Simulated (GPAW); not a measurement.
# WC (Qusongite): relaxation of cell and atoms with RPBE+D4

The system is WC (Qusongite).

```
CELL_PARAMETERS angstrom
2.90650 0.00000 0.00000
-1.45325 2.51710 0.00000
0.00000 0.00000 2.83660
ATOMIC_POSITIONS crystal
W 0.00000 0.00000 0.00000
C 0.66667 0.33333 0.50000
```

| Property | Result |
| --- | --- |
| Program | GPAW 26.7.0 |
| Task | relaxation of cell and atoms |
| Functional | RPBE |
| Dispersion | D4 |
| Potentials or basis | the program's PAW data sets (release 1.2.1) made for this functional |
| Cutoff | 800 eV |
| Basis | pw |
| k mesh | 10 × 10 × 9 |
| Occupations | fermi-dirac, width 0.05 eV |
| Spin | no spin polarisation |
| Target pressure | 2 GPa |
| Maxiter | 150 |
| Optimizer | BFGS |
| Fmax | 0.02 eV/Å |
| Max steps | 60 |
| Target pressure | 2 GPa |
| Convergence | density=1e-05 forces=0.0001 |

- Relaxed volume: 10.23 Å³/atom
- Relaxed cell: a = 2.891 Å, b = 2.891 Å, c = 2.828 Å, α = 90.00°, β = 90.00°, γ = 120.00°
- Space group after relaxing (to 0.05 Å): P-6m2 (No. 187)
- Energy change on relaxing (the enthalpy is what falls): -0.6 meV/atom
- Ionic steps: 5
- Pressure after relaxing: 2.0 GPa
- Band gap on the k mesh: none (metal or under the smearing width)
- Dispersion energy per atom: -0.948 eV

Step by step:
```tsv
step	energy change (eV)	largest force (eV/Å)	pressure (GPa)	volume (Å³)
1	0.0000	0.0000	-3.55	20.75
2	-0.0018	0.0000	-0.49	20.59
3	-0.0011	0.0000	2.07	20.46
4	-0.0011	0.0000	2.05	20.46
5	-0.0012	0.0000	2.00	20.46
```

Final structure:
```cif
data_structure
_symmetry_space_group_name_H-M 'P 1'
_symmetry_Int_Tables_number 1
_cell_length_a 2.8907
_cell_length_b 2.8907
_cell_length_c 2.8280
_cell_angle_alpha 90.000
_cell_angle_beta 90.000
_cell_angle_gamma 120.000
_cell_volume 20.46
loop_
_atom_site_label
_atom_site_type_symbol
_atom_site_fract_x
_atom_site_fract_y
_atom_site_fract_z
_atom_site_occupancy
W1 W 0.00000 0.00000 0.00000 1
C1 C 0.66667 0.33333 0.50000 1
```

Levels at points of the mesh, in eV from the Fermi level:
```
           k point  band 6  band 7  band 8  band 9  band 10  band 11  band 12  band 13
(0.00, 0.00, 0.00)   -4.38   -3.37   -3.37    0.07     3.30     3.30     5.71     5.71
(0.50, 0.00, 0.00)   -7.10   -3.69   -3.63   -0.46     2.38     4.63     5.01     6.96
(0.50, 0.50, 0.00)   -7.10   -3.69   -3.63   -0.46     2.38     4.63     5.01     6.96
```

Wall time 2.3 min on 1 thread of Arm Neoverse V2, with other jobs on the host, peak memory 0.35 GiB.

Caveat: later steps reuse the first step's grids; pairwise dispersion overbinds metals, which lowers pressure and volume. The run has no spin-orbit coupling, so splittings on W are missing.
